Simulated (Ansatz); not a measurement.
# Pt (Fm-3m), comparing deformations

These are results of DFT PBEsol, scalar-relativistic, plane waves, PAW (Ansatz), not measurements. Cutoff 420 eV, Γ-centred 26×26×26 k-points, Gaussian smearing of 0.15 eV. Spin–orbit coupling is left out, which can shift energies with elements as heavy as these. No spin polarisation. Energies are free energies at this smearing, counted from the undisturbed cell; pressure is positive in compression.

The undisturbed cell (relaxed at this level; with this scan's settings it stands at 0.1 GPa):

```
Pt
1.0
     0.00000    1.95903    1.95903
     1.95903    0.00000    1.95903
     1.95903    1.95903    0.00000
Pt
1
Direct
  0.00000 0.00000 0.00000
```

The cell is strained by ε times a Voigt pattern (xx, yy, zz, yz, xz, xy; engineering shear) with fractional coordinates fixed. τ = (1/V0) dE/dε comes from the stress tensor. Of each scan, only the three points used here are listed.

```csv
pattern,ε,τ (GPa)
"(1, 0, 0, 0, 0, 0)",-0.0100,-3.80
"(1, 0, 0, 0, 0, 0)",0.0000,-0.10
"(1, 0, 0, 0, 0, 0)",0.0150,5.05
"(1, 1, 0, 0, 0, 0)",-0.0250,-35.21
"(1, 1, 0, 0, 0, 0)",0.0000,-0.19
"(1, 1, 0, 0, 0, 0)",0.0250,26.49
"(0, 0, 1, 0, 0, 0)",-0.0250,-9.77
"(0, 0, 1, 0, 0, 0)",0.0000,-0.10
"(0, 0, 1, 0, 0, 0)",0.0250,8.21
```

Task: Which constants do the scans give, and which deformation costs least for the same size of strain tensor?

Result: The slope dτ/dε at zero (parabola through three points) is pᵀCp: (1, 0, 0, 0, 0, 0) gives C11 = 359 GPa; (1, 1, 0, 0, 0, 0) gives 2(C11 + C12) = 1234 GPa; (0, 0, 1, 0, 0, 0) gives C11 = 359 GPa. The size of the strain tensor, ε:ε, is ε² times 1.0, 2.0, 1.0. Per unit of it the stiffnesses are 359, 617, 359 GPa, so (1, 0, 0, 0, 0, 0) is the softest of these, level with (0, 0, 1, 0, 0, 0) (alike by symmetry): at ε:ε = (1 %)² the quadratic term costs 1.69 meV/atom against 2.90 for the stiffest.

Task: What else follows for this cubic crystal?

Result: From the unrounded slopes C11 = 359.4 and C12 = 257.6 GPa, so B = (C11 + 2 C12)/3 = 292 GPa and the Poisson ratio for a pull along a cube edge is C12/(C11 + C12) = 0.42.

In a metal these slopes depend on the k mesh and the smearing.